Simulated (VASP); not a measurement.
# Si (Fd-3m) in VASP: a series of runs

Aim: see how the results for Si move with the level of theory and the settings. Levels: PBEsol, r2SCAN, TB-mBJ. Tasks: band structure.

All numbers are computed with VASP 6.6.1; they aren't measurements. Logs are shortened: lines on timing, memory, paths and dates and some standing lists are left out, and cuts for length are marked.

## Step 1: The crystal as given

The structure is cubic, space group Fd-3m (No. 227). Conventional cell: a = 5.435 Å, b = 5.435 Å, c = 5.435 Å, α = 90.00°, β = 90.00°, γ = 90.00°. Around Si (site symmetry -43m) lie 4 Si at 2.35 Å.

## Step 2: Band structure, PBEsol

The input, POSCAR:

```
Si
1.0
    0.0000000000      2.7176300000      2.7176300000
    2.7176300000      0.0000000000      2.7176300000
    2.7176300000      2.7176300000      0.0000000000
Si
2
Direct
    0.5000000000      0.5000000000      0.5000000000
    0.7500000000      0.7500000000      0.7500000000
```

The input, INCAR.step1:

```
SYSTEM = Si
PREC = Accurate ; ENCUT = 520
EDIFF = 1E-6 ; ISMEAR = 0
SIGMA = 0.02 ; LREAL = .FALSE.
LASPH = .TRUE. ; NELM = 60
ALGO = Normal ; ISIF = 2
LWAVE = .FALSE. ; LCHARG = .TRUE.
GGA = PS ; NBANDS = 11
```

The input, KPOINTS.step1:

```
Automatic mesh
0
G
  14 14 14
  0 0 0
```

The input, INCAR.step2:

```
SYSTEM = Si
PREC = Accurate ; ENCUT = 520
EDIFF = 1E-6 ; ISMEAR = 0
SIGMA = 0.05 ; LREAL = .FALSE.
LASPH = .TRUE. ; NELM = 60
ALGO = Normal ; ISIF = 2
LWAVE = .FALSE. ; LCHARG = .FALSE.
GGA = PS ; NBANDS = 11
ICHARG = 11
```

The input, KPOINTS.step2:

```
path GXWKGLUWLK,UX
10
line-mode
reciprocal
 0.0000000000  0.0000000000  0.0000000000  G
 0.5000000000  0.0000000000  0.5000000000  X

 0.5000000000  0.0000000000  0.5000000000  X
 0.5000000000  0.2500000000  0.7500000000  W

 0.5000000000  0.2500000000  0.7500000000  W
 0.3750000000  0.3750000000  0.7500000000  K

 0.3750000000  0.3750000000  0.7500000000  K
 0.0000000000  0.0000000000  0.0000000000  G

 0.0000000000  0.0000000000  0.0000000000  G
 0.5000000000  0.5000000000  0.5000000000  L

 0.5000000000  0.5000000000  0.5000000000  L
 0.6250000000  0.2500000000  0.6250000000  U

 0.6250000000  0.2500000000  0.6250000000  U
 0.5000000000  0.2500000000  0.7500000000  W

 0.5000000000  0.2500000000  0.7500000000  W
 0.5000000000  0.5000000000  0.5000000000  L

 0.5000000000  0.5000000000  0.5000000000  L
 0.3750000000  0.3750000000  0.7500000000  K

 0.6250000000  0.2500000000  0.6250000000  U
 0.5000000000  0.0000000000  0.5000000000  X
```

Potentials or basis: VASP PAW PBE potentials, release 64 (Si).

The run is started by

```
cat potpaw_PBE.64/Si/POTCAR > POTCAR
cp INCAR.step1 INCAR
cp KPOINTS.step1 KPOINTS
mpirun -np 1 vasp_std > vasp.out
cp INCAR.step2 INCAR
cp KPOINTS.step2 KPOINTS
mpirun -np 1 vasp_std > vasp.out
```

OUTCAR:

```text
SYSTEM = Si
   PREC = Accurate
   ENCUT = 520
   EDIFF = 1E-6
   ISMEAR = 0
   LREAL = .FALSE.
   LASPH = .TRUE.
   NELM = 60
   ISIF = 2
   GGA = PS
   ICHARG = 11

 ion  position               nearest neighbor table
   1  0.500  0.500  0.500-   2 2.35   2 2.35   2 2.35   2 2.35
   2  0.750  0.750  0.750-   1 2.35   1 2.35   1 2.35   1 2.35

  LATTYP: Found a face centered cubic cell.
 ALAT       =     5.4352600000

  Lattice vectors:

 A1 = (   0.0000000000,   2.7176300000,   2.7176300000)
 A2 = (   2.7176300000,   0.0000000000,   2.7176300000)
 A3 = (   2.7176300000,   2.7176300000,   0.0000000000)

Analysis of symmetry for initial positions (statically):
=====================================================================
 Subroutine PRICEL returns:
 Original cell was already a primitive cell.

 Routine SETGRP: Setting up the symmetry group for a
 face centered cubic supercell.

 Subroutine GETGRP returns: Found 48 space group operations
 (whereof 24 operations were pure point group operations)
 out of a pool of 48 trial point group operations.

The static configuration has the point symmetry T_d .
 The point group associated with its full space group is O_h .

Analysis of symmetry for dynamics (positions and initial velocities):
=====================================================================
 Subroutine PRICEL returns:
 Original cell was already a primitive cell.

 Routine SETGRP: Setting up the symmetry group for a
 face centered cubic supercell.

 Subroutine GETGRP returns: Found 48 space group operations
 (whereof 24 operations were pure point group operations)
 out of a pool of 48 trial point group operations.

The dynamic configuration has the point symmetry T_d .
 The point group associated with its full space group is O_h .

 Subroutine INISYM returns: Found 48 space group operations
 (whereof 24 operations are pure point group operations),
 and found     1 'primitive' translations

----------------------------------------------------------------------------------------

                                     Primitive cell

  volume of cell :      40.1422

  direct lattice vectors                    reciprocal lattice vectors
     0.000000000  2.717630000  2.717630000    -0.183983839  0.183983839  0.183983839
     2.717630000  0.000000000  2.717630000     0.183983839 -0.183983839  0.183983839
     2.717630000  2.717630000  0.000000000     0.183983839  0.183983839 -0.183983839

  length of vectors
     3.843309204  3.843309204  3.843309204     0.318669357  0.318669357  0.318669357

  position of ions in fractional coordinates (direct lattice)
     0.500000000  0.500000000  0.500000000
     0.750000000  0.750000000  0.750000000

  ion indices of the primitive-cell ions
   primitive index   ion index
                 1           1
                 2           2

----------------------------------------------------------------------------------------

 KPOINTS: path GXWKGLUWLK,UX

Interpolating k-points between supplied coordinates.

 Line segments in fractional coordinates (reciprocal lattice):
    0.000000  0.000000  0.000000  ...  0.500000  0.000000  0.500000
    0.500000  0.000000  0.500000  ...  0.500000  0.250000  0.750000
    0.500000  0.250000  0.750000  ...  0.375000  0.375000  0.750000
    0.375000  0.375000  0.750000  ...  0.000000  0.000000  0.000000
    0.000000  0.000000  0.000000  ...  0.500000  0.500000  0.500000
    0.500000  0.500000  0.500000  ...  0.625000  0.250000  0.625000
    0.625000  0.250000  0.625000  ...  0.500000  0.250000  0.750000
    0.500000  0.250000  0.750000  ...  0.500000  0.500000  0.500000
    0.500000  0.500000  0.500000  ...  0.375000  0.375000  0.750000
    0.625000  0.250000  0.625000  ...  0.500000  0.000000  0.500000

 Generated    10 points on each line segment, for a total of    100 k-points:

 Following reciprocal coordinates:
            Coordinates               Weight
  0.000000  0.000000  0.000000      0.010000
  0.055556  0.000000  0.055556      0.010000
  0.111111  0.000000  0.111111      0.010000
  0.166667  0.000000  0.166667      0.010000
  0.222222  0.000000  0.222222      0.010000
  0.277778  0.000000  0.277778      0.010000
[... 16 lines left out ...]
  0.472222  0.277778  0.750000      0.010000
  0.458333  0.291667  0.750000      0.010000
 [... further k-points ...]
   k-points           NKPTS =    100   k-points in BZ     NKDIM =    100   number of bands    NBANDS=     11
   number of dos      NEDOS =    301   number of ions     NIONS =      2
   total plane-waves  NPLWV =  27000
   dimension x,y,z NGX =    30 NGY =   30 NGZ =   30
   dimension x,y,z NGXF=    60 NGYF=   60 NGZF=   60
   ions per type =               2
   NGX,Y,Z   is equivalent  to a cutoff of  12.98, 12.98, 12.98 a.u.
   NGXF,Y,Z  is equivalent  to a cutoff of  25.95, 25.95, 25.95 a.u.
 SYSTEM =  Si
   PREC   = accura    normal or accurate (medium, high low for compatibility)
   ISTART =      0    job   : 0-new  1-cont  2-samecut
   ICHARG =     11    charge: 1-file 2-atom 10-const
   ISPIN  =      1    spin polarized calculation?
   LNONCOLLINEAR =      F non collinear calculations
   LSORBIT =      F    spin-orbit coupling
   LASPH  =      T    aspherical Exc in radial PAW
   ENCUT  =  520.0 eV  38.22 Ry    6.18 a.u.   7.15  7.15  7.15*2*pi/ulx,y,z
   NELM   =     60;   NELMIN=  2; NELMDL=  0     # of ELM steps
   EDIFF  = 0.1E-05   stopping-criterion for ELM
   LREAL  =      F    real-space projection
   EDIFFG = 0.1E-04   stopping-criterion for IOM
   NSW    =      0    number of steps for IOM
   IBRION =     -1    ionic relax: 0-MD 1-quasi-New 2-CG
   NFREE  =      0    steps in history (QN), initial steepest desc. (CG)
   ISIF   =      2    stress and relaxation
   ISYM   =      2    0-nonsym 1-usesym 2-fastsym
   POTIM  = 0.5000    time-step for ionic-motion
   TEBEG  =    0.0;   TEEND  =   0.0 temperature during run
   PSTRESS=    0.0 pullay stress
   NELECT =       8.0000    total number of electrons
   NUPDOWN=      -1.0000    fix difference up-down
   EMIN   =  10.00;   EMAX   =-10.00  energy-range for DOS
   EFERMI =   0.00;   METHOD = LEGACY
   ISMEAR =     0;   SIGMA  =   0.05  broadening in eV -4-tet -1-fermi 0-gaus
   EFERMI_NEDOS =   21; number of points for ismear=-14 and -15
   IALGO  =     38    algorithm
   IMIX   =      4    mixing-type and parameters
     AMIX     =   0.40;   BMIX     =  1.00
     AMIX_MAG =   1.60;   BMIX_MAG =  1.00
  volume/ion in A,a.u.               =      20.07       135.45
  Fermi-wavevector in a.u.,A,eV,Ry     =   0.956249  1.807049 12.441342  0.914413
  Thomas-Fermi vector in A             =   2.085160
   LORBIT       =      0    0 simple, 1 ext, 2 COOP (PROOUT), +10 PAW based schemes
   GGA     = PS    functional components
   LHFCALC =     F    Hartree Fock is set to
   AEXX    =    0.0000 exact exchange contribution
   IVDW    =     0    specifies the selected vdW correction
   LEPSILON=     F    determine dielectric tensor
   LRPA    =     F    only Hartree local field effects (RPA)
 non-spin polarized calculation
 Gauss-broadening in eV      SIGMA  =   0.05
  energy-cutoff  :      520.00
  volume of cell :       40.14
 maximum number of plane-waves:      1106
 NGX is ok and might be reduce to    30

 number of electron       8.0000001 magnetization

 Free energy of the ion-electron system (eV)
  ---------------------------------------------------
  ext. energy  EPLUGINS =         0.00000000
  ---------------------------------------------------
  free energy    TOTEN  =       -11.64426828 eV

  energy without entropy =      -11.64426828  energy(sigma->0) =      -11.64426828

 E-fermi :   5.9973     XC(G=0):  -9.5440

 val. band max:        5.7643202223   @ k =   0.0000   0.0000   0.0000
 cond. band min:       6.2351071856   @ k =   0.4444   0.0000   0.4444
 fundamental gap:      0.4707869633
 Fermi energy:         5.9972803024

 k-point     1 :       0.0000    0.0000    0.0000
  band No.  band energies     occupation
      1      -6.2086      2.00000
      2       5.7643      2.00000
      3       5.7643      2.00000
      4       5.7643      2.00000
      5       8.2808      0.00000
      6       8.2808      0.00000
      7       8.2808      0.00000
      8       9.0599      0.00000
      9      13.4515      0.00000
     10      13.4515      0.00000
     11      13.4649      0.00000

 k-point     2 :       0.0556    0.0000    0.0556
  band No.  band energies     occupation
      1      -6.1545      2.00000
      2       5.4217      2.00000
      3       5.5479      2.00000
      4       5.5479      2.00000
      5       8.1454      0.00000
      6       8.5633      0.00000
      7       8.5633      0.00000
      8       9.3891      0.00000
      9      13.0392      0.00000
     10      13.5112      0.00000
     11      13.7064      0.00000

 k-point     3 :       0.1111    0.0000    0.1111
  band No.  band energies     occupation
      1      -5.9925      2.00000
      2       4.6485      2.00000
      3       5.0781      2.00000
      4       5.0781      2.00000
      5       7.8074      0.00000
      6       9.2297      0.00000
      7       9.2297      0.00000
      8       9.9971      0.00000
      9      12.3099      0.00000
     10      13.6903      0.00000
     11      14.3606      0.00000

 k-point     4 :       0.1667    0.0000    0.1667
  band No.  band energies     occupation
      1      -5.7237      2.00000
      2       3.7214      2.00000
      3       4.5600      2.00000
      4       4.5600      2.00000
      5       7.3897      0.00000
      6       9.9803      0.00000
      7      10.0706      0.00000
      8      10.0706      0.00000
      9      12.3045      0.00000
     10      13.9885      0.00000
     11      15.2954      0.00000
[... 239 lines left out ...]
 k-point    22 :       0.4861    0.2639    0.7500
  band No.  band energies     occupation
      1      -2.0086      2.00000
      2      -1.7724      2.00000
      3       1.7743      2.00000
      4       1.9840      2.00000
      5       9.6279      0.00000
      6       9.9905      0.00000
      7      10.8232      0.00000
      8      10.8622      0.00000
      9      16.0345      0.00000
     10      16.4762      0.00000
     11      18.5193      0.00000

 k-point    23 :       0.4722    0.2778    0.7500
  band No.  band energies     occupation
      1      -2.1152      2.00000
      2      -1.6800      2.00000
      3       1.6914      2.00000
      4       2.1386      2.00000
      5       9.1546      0.00000
      6       9.9833      0.00000
      7      11.1044      0.00000
      8      11.1448      0.00000
      9      15.7596      0.00000
     10      16.5388      0.00000
     11      18.4227      0.00000

 k-point    24 :       0.4583    0.2917    0.7500
  band No.  band energies     occupation
      1      -2.2078      2.00000
      2      -1.6091      2.00000
      3       1.6186      2.00000
      4       2.3248      2.00000
      5       8.6707      0.00000
      6       9.9512      0.00000
      7      11.3910      0.00000
      8      11.5160      0.00000
      9      15.4660      0.00000
     10      16.4232      0.00000
     11      18.4801      0.00000

 [... further k-points ...]
[... 5 lines left out ...]
  --------------------------------------------------------------------------------------
  -------------------------------------------------------------------------------------
  Total       -0.1793275     -0.1793275     -0.1793275     -0.0000000     -0.0000000      0.0000000
  in kB       -7.1574194     -7.1574194     -7.1574194     -0.0000000     -0.0000000      0.0000000
  external PRESSURE =      -7.1574194 kB  Pullay stress =       0.0000000 kB

 VOLUME and BASIS-vectors are now :
 -----------------------------------------------------------------------------
  energy-cutoff  :      520.00
  volume of cell :       40.14
      direct lattice vectors                 reciprocal lattice vectors
     0.000000000  2.717630000  2.717630000    -0.183983839  0.183983839  0.183983839
     2.717630000  0.000000000  2.717630000     0.183983839 -0.183983839  0.183983839
     2.717630000  2.717630000  0.000000000     0.183983839  0.183983839 -0.183983839

 POSITION                                       TOTAL-FORCE (eV/Angst)
 -----------------------------------------------------------------------------------
      2.71763      2.71763      2.71763        -0.000000      0.000000      0.000000
      4.07645      4.07645      4.07645         0.000000     -0.000000     -0.000000
 -----------------------------------------------------------------------------------
    total drift:                                0.000000     -0.000000     -0.000000

  FREE ENERGIE OF THE ION-ELECTRON SYSTEM (eV)
  ---------------------------------------------------
  free  energy   TOTEN  =       -11.6442682803 eV

  energy  without entropy=      -11.6442682803  energy(sigma->0) =      -11.64426828
```

Wall time 25 s (1 thread of Intel Xeon 6975P-C (Granite Rapids), shared host); peak memory 0.18 GiB.

What came out:

| Property | Result |
| --- | --- |
| Band gap on the k mesh | 0.46 eV, indirect (least direct gap 2.52 eV) |
| Band gap along the path | 0.47 eV, indirect (least direct gap 2.52 eV) |

Levels at the corners of the path, in eV from the valence-band top:
| point | band 1 | band 2 | band 3 | band 4 | band 5 | band 6 | band 7 | band 8 |
| --- | --- | --- | --- | --- | --- | --- | --- | --- |
| Γ | -11.97 | 0.00 | 0.00 | 0.00 | 2.52 | 2.52 | 2.52 | 3.30 |
| X | -7.82 | -7.82 | -2.87 | -2.87 | 0.59 | 0.59 | 10.04 | 10.04 |
| X | -7.82 | -7.82 | -2.87 | -2.87 | 0.59 | 0.59 | 10.04 | 10.04 |
| W | -7.65 | -7.65 | -3.90 | -3.90 | 4.17 | 4.17 | 4.94 | 4.94 |
| W | -7.65 | -7.65 | -3.90 | -3.90 | 4.17 | 4.17 | 4.94 | 4.94 |
| K | -8.23 | -7.23 | -4.35 | -2.44 | 1.09 | 4.04 | 7.41 | 7.94 |
| K | -8.23 | -7.23 | -4.35 | -2.44 | 1.09 | 4.04 | 7.41 | 7.94 |
| Γ | -11.97 | 0.00 | 0.00 | 0.00 | 2.52 | 2.52 | 2.52 | 3.30 |
| Γ | -11.97 | 0.00 | 0.00 | 0.00 | 2.52 | 2.52 | 2.52 | 3.30 |
| L | -9.63 | -7.00 | -1.20 | -1.20 | 1.46 | 3.27 | 3.27 | 7.51 |
| L | -9.63 | -7.00 | -1.20 | -1.20 | 1.46 | 3.27 | 3.27 | 7.51 |
| U | -8.23 | -7.23 | -4.35 | -2.44 | 1.09 | 4.04 | 7.41 | 7.94 |
| U | -8.23 | -7.23 | -4.35 | -2.44 | 1.09 | 4.04 | 7.41 | 7.94 |
| W | -7.65 | -7.65 | -3.90 | -3.90 | 4.17 | 4.17 | 4.94 | 4.94 |
| W | -7.65 | -7.65 | -3.90 | -3.90 | 4.17 | 4.17 | 4.94 | 4.94 |
| L | -9.63 | -7.00 | -1.20 | -1.20 | 1.46 | 3.27 | 3.27 | 7.51 |
| L | -9.63 | -7.00 | -1.20 | -1.20 | 1.46 | 3.27 | 3.27 | 7.51 |
| K | -8.23 | -7.23 | -4.35 | -2.44 | 1.09 | 4.04 | 7.41 | 7.94 |
| U | -8.23 | -7.23 | -4.35 | -2.44 | 1.09 | 4.04 | 7.41 | 7.94 |
| X | -7.82 | -7.82 | -2.87 | -2.87 | 0.59 | 0.59 | 10.04 | 10.04 |

Caveat: the log is that of the step along the path at fixed density, whose energy, stress, charges and moments have no meaning; the PAW data sets were made with another functional, which shifts forces and pressure a little.

(Part 1 of 2 ends here.)
